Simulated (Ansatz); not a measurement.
# Cu: a line through a two-coordinate scan, part 2 of 2

How does the energy of Cu (I4/mmm, No. 139; 1 atom in the cell) vary with volume per atom, at c/a of the conventional cell = 0.938?

Ansatz 0.2.0; DFT PBE, scalar-relativistic, plane waves, PAW. Earlier steps stand in the parts before.

**7. The run at (12.64 Å³, 0.938)**

Input file input.yaml:

```yaml
crystal:
  lattice:
    - [-1.4989898902, 1.4989898902, 1.4061153592]
    - [1.4989898902, -1.4989898902, 1.4061153592]
    - [1.4989898902, 1.4989898902, -1.4061153592]
  atoms:
    - { symbol: Cu, position: [0.0, 0.0, 0.0] }
basis:
  ecutwfc: 520.0
kpoints:
  mp_grid: { grid: [24, 24, 24] }
hamiltonian:
  xc: pbe
  pseudopotentials: { kind: paw, azcp: { folder: soft_1 } }
scf:
  occupations: { method: gaussian, width: 0.15 }
output:
  forces: true
  stress: true
  eigenvalues: true
  write_density: true
  write_potential: true
  elf: true
  volumetric_format: npy
```

Started as:

```bash
$ ansatz run input.yaml --threads 1 --pin off --max-ram 2048MiB --backend cpu --events-out ev --progress --plain --runs-dir out
```

Log (excerpt; [...] marks lines left out):

```text
[...]
SCF converged after 7 iterations
Free energy (F): -6625.138432 eV
[...]
E sigma→0 (E₀):  -6625.136136 eV
Entropy (-TS):   -0.004593 eV (-4.593 meV/atom)
Fermi energy:    14.968157 eV
[...]
--- Forces (eV/Å), atoms counted from 1 ---
  atom   1  Cu    -0.00000000    -0.00000000     0.00000000
[...]
--- Stress (GPa, compression-positive) ---
       -6.187898      -0.000000       0.000000
       -0.000000      -6.187898      -0.000000
        0.000000       0.000000      -6.458453
  P = ⅓ Tr σ = -6.2781 GPa (-62.781 kbar)
--- Band table (eV; the first three rows and the last of 1063) ---
  k-point 0: bands = ["-97.4518", "-54.7812", "-54.7761", "-54.7761", "6.0758", "11.9448", "12.1769", "12.1769", "12.8746", "13.1201", "38.5938", "38.5938", "40.3742", "41.6647"]
[...]
```

It took 20 s on 1 thread of Arm Neoverse V1, shared host; peak memory 0.48 GiB.

Axes a, b and c in the maps are those of this run's conventional cell (a, b, c = 2.998, 2.998, 2.812 Å).

Density in a lattice plane of the grid's cell (edges 3.00 and 2.81 Å, at 0.000 of the third edge), which holds Cu.

Ten even steps from ' ' (0.16 e/Å³) to '@' (79.62 e/Å³):
```
##++--..                                  ..--++
----::..                                  ..::--
....                                          ..
                                                
                                                
                                                
                                                
                                                
                                                
                                                
                                                
                                                
                                                
                                                
....                                          ..
----::..                                  ..::--
##++--..                                  ..--++
@@##++::..                              ..::++##
```
Columns run along the first of these edges and rows up along the second, over one cell in 24 and 18 even steps from the bottom left corner. Atoms in the plane (fractional): Cu at (0.00, 0.00).

ELF in the same plane.

Ten even steps from ' ' (0.15) to '@' (0.89):
```
##**==..                ..                ..==**
==--::                ......                ::--
..                    ......                    
                    ..........                  
                  ..............                
                ..................              
            ..........................          
      ......................................    
................................................
      ......................................    
            ..........................          
                ..................              
                  ..............                
                    ..........                  
..                    ......                    
==--::                ......                ::--
##**==..                ..                ..==**
@@%%++::                ..                ::++%%
```
Columns run along the first of these edges and rows up along the second, over one cell in 24 and 18 even steps from the bottom left corner. Atoms in the plane (fractional): Cu at (0.00, 0.00).

Both are smooth fields of the valence electrons: close to the nuclei they are not physical.

On the map this point reads 13 meV/atom.

**8. The run at (13.28 Å³, 0.938)**

Edit input.yaml of step 7 so:

```diff
@@ -2,5 +2,5 @@
   lattice:
-    - [-1.4989898902, 1.4989898902, 1.4061153592]
-    - [1.4989898902, -1.4989898902, 1.4061153592]
-    - [1.4989898902, 1.4989898902, -1.4061153592]
+    - [-1.5238777975, 1.5238777975, 1.4294612597]
+    - [1.5238777975, -1.5238777975, 1.4294612597]
+    - [1.5238777975, 1.5238777975, -1.4294612597]
   atoms:
```

Started as:

```bash
$ ansatz run input.yaml --threads 1 --pin off --max-ram 2048MiB --backend cpu --events-out ev --progress --plain --runs-dir out
```

Log (excerpt; [...] marks lines left out):

```text
Warning: RAYON_NUM_THREADS=1 ignored (pool sized by the plan → 1); use --threads N
[...]
Pseudopotentials: kind: paw
Pseudopotential: Cu, paw, valence charge 19, recommended cutoff 420 eV (normal), <dir>
Functional definition: PBE
[...]
Crystal: 1 atoms, lattice volume = 13.278 Å³
Basis set: ecut = 520 eV, 357 PW (Γ), exchange–correlation on 40×40×40 points (8 copies of the dense FFT grid, shifted against one another)
Bands: 14, of which v1, the nominal top of the filled ones, is band 10 counted from 1 (9 counted from 0)
Symmetry: 16 space group operations
Space group: I4/mmm (ITA 139), of the structure as read, at distance tolerance 2.4e-5 Å
k-points: 1063 of 13824
[...]
SCF iter   1: F=—  HF=-6625.949014 eV  |F-HF|=—  |Δ(HF+E_count)|=         —  Δρ=2.46e-1  dr2=4.94e0  ethr=3.10e-3  ⟨swp⟩=4.8  Hψ=71419  notcnv=0
[...]
SCF iter   7: F=-6625.103769 eV  HF=-6625.103769 eV  |F-HF|=8.19e-12  |Δ(HF+E_count)|=   2.08e-8  Δρ=3.65e-7  dr2=8.01e-12  ethr=2.22e-10  ⟨swp⟩=6.1  Hψ=67647  notcnv=0
[...]
SCF converged after 7 iterations
Free energy (F): -6625.103769 eV
[...]
E sigma→0 (E₀):  -6625.101409 eV
Entropy (-TS):   -0.004720 eV (-4.720 meV/atom)
Fermi energy:    14.019017 eV
[...]
--- Forces (eV/Å), atoms counted from 1 ---
  atom   1  Cu    -0.00000000    -0.00000000     0.00000000
[...]
--- Stress (GPa, compression-positive) ---
      -10.679967      -0.000000      -0.000000
       -0.000000     -10.679967       0.000000
       -0.000000      -0.000000     -11.110477
  P = ⅓ Tr σ = -10.8235 GPa (-108.235 kbar)
--- Band table (eV; the first three rows and the last of 1063) ---
  k-point 0: bands = ["-98.2867", "-55.6257", "-55.6209", "-55.6209", "5.4815", "11.1470", "11.3622", "11.3622", "12.0114", "12.2384", "37.1078", "37.1078", "38.9125", "39.7564"]
[...]
```

Run time: 23 s. Hardware: 1 thread of Arm Neoverse V1, shared host; peak memory 0.49 GiB.

The maps below are laid out on this run's own conventional cell (a, b, c = 3.048, 3.048, 2.859 Å).

Density in a lattice plane of the grid's cell (edges 3.05 and 2.86 Å, at 0.000 of the third edge), which holds Cu.

Ten even steps from ' ' (0.15 e/Å³) to '@' (79.56 e/Å³):
```
##++--..                                  ..--++
----::..                                  ..::--
....                                          ..
                                                
                                                
                                                
                                                
                                                
                                                
                                                
                                                
                                                
                                                
                                                
....                                          ..
----::..                                  ..::--
##++--..                                  ..--++
@@##++::..                              ..::++##
```
Columns run along the first of these edges and rows up along the second, over one cell in 24 and 18 even steps from the bottom left corner. Atoms in the plane (fractional): Cu at (0.00, 0.00).

ELF in the same plane.

Ten even steps from ' ' (0.15) to '@' (0.89):
```
##**==..                ..                ..==**
==--::                ......                ::--
..                    ......                    
                    ..........                  
                  ..............                
                ..................              
            ..........................          
        ..................................      
................................................
        ..................................      
            ..........................          
                ..................              
                  ..............                
                    ..........                  
..                    ......                    
==--::                ......                ::--
##**==..                ..                ..==**
@@%%++::                ..                ::++%%
```
Columns run along the first of these edges and rows up along the second, over one cell in 24 and 18 even steps from the bottom left corner. Atoms in the plane (fractional): Cu at (0.00, 0.00).

Both are smooth fields of the valence electrons: close to the nuclei they are not physical.

That is 48 meV/atom from the zero.

**9. Point (13.92 Å³, 0.938)**

Input file input.yaml:

```yaml
crystal:
  lattice:
    - [-1.5479782852, 1.5479782852, 1.4520685275]
    - [1.5479782852, -1.5479782852, 1.4520685275]
    - [1.5479782852, 1.5479782852, -1.4520685275]
  atoms:
    - { symbol: Cu, position: [0.0, 0.0, 0.0] }
basis:
  ecutwfc: 520.0
kpoints:
  mp_grid: { grid: [24, 24, 24] }
hamiltonian:
  xc: pbe
  pseudopotentials: { kind: paw, azcp: { folder: soft_1 } }
scf:
  occupations: { method: gaussian, width: 0.15 }
output:
  forces: true
  stress: true
  eigenvalues: true
```

Started as:

```bash
$ ansatz run input.yaml --threads 1 --pin off --max-ram 2048MiB --backend cpu --events-out ev --progress --plain --runs-dir out
```

Log (excerpt; [...] marks lines left out):

```text
[...]
SCF converged after 7 iterations
Free energy (F): -6625.053706 eV
[...]
E sigma→0 (E₀):  -6625.051313 eV
Entropy (-TS):   -0.004787 eV (-4.787 meV/atom)
Fermi energy:    13.161545 eV
[...]
--- Forces (eV/Å), atoms counted from 1 ---
  atom   1  Cu    -0.00000000     0.00000000     0.00000000
[...]
--- Stress (GPa, compression-positive) ---
      -13.870408       0.000000       0.000000
        0.000000     -13.870408       0.000000
        0.000000      -0.000000     -14.425444
  P = ⅓ Tr σ = -14.0554 GPa (-140.554 kbar)
--- Band table (eV; the first three rows and the last of 1063) ---
  k-point 0: bands = ["-99.0429", "-56.3900", "-56.3855", "-56.3855", "4.9471", "10.4224", "10.6227", "10.6227", "11.2287", "11.4393", "35.7175", "35.7175", "37.5665", "38.0387"]
[...]
```

Wall time 17 s (1 thread of Arm Neoverse V1, shared host); peak memory 0.52 GiB.

On the map this point reads 98 meV/atom.

**10. What came out**

The summary covers parts 1 to 2.

| volume per atom (Å³) | step | energy (meV/atom) | slope (meV/atom per Å³) | pressure (GPa) |
| --- | --- | --- | --- | --- |
| 10.08 | 3 | 189 | −235 | 37.6 |
| 10.72 | 4 | 75 | −130 | 20.9 |
| 11.36 | 5 | 17 | −55 | 8.8 |
| 12.00 | – | 0 | 0 | 0.0 |
| 12.64 | 7 | 13 | 39 | −6.3 |
| 13.28 | 8 | 48 | 68 | −10.8 |
| 13.92 | 9 | 98 | 88 | −14.1 |

Energies count from the relaxed crystal. Rows without a step come from runs not printed here or follow by symmetry. Slopes come from the forces (and the stress, where the cell changes), not from differences of energies.

```
                                                                   run                                                 outcome
step 6, run with dispersion d3bjatm, ecutwfc left out (against step 5)  -527.6 meV/atom; the pressure goes from 8.8 to 2.0 GPa
```

The lowest point of the line is at 12.00 Å³, 0 meV/atom from the zero. A fit to energies and slopes at the lowest point and its two neighbours puts the minimum at 12.001 Å³, with a curvature of about 72 meV/atom per (Å³)². V·d²E/dV² there is about 140 GPa, a bulk modulus under this line's constraint. The well is lopsided: two grid steps out, the energy rises by 75 meV/atom towards smaller values and 48 meV/atom towards larger ones. The highest point computed, at 10.08 Å³, lies 189 meV/atom above the lowest. This is one cut through a surface in two coordinates; the map's lowest point lies off it.
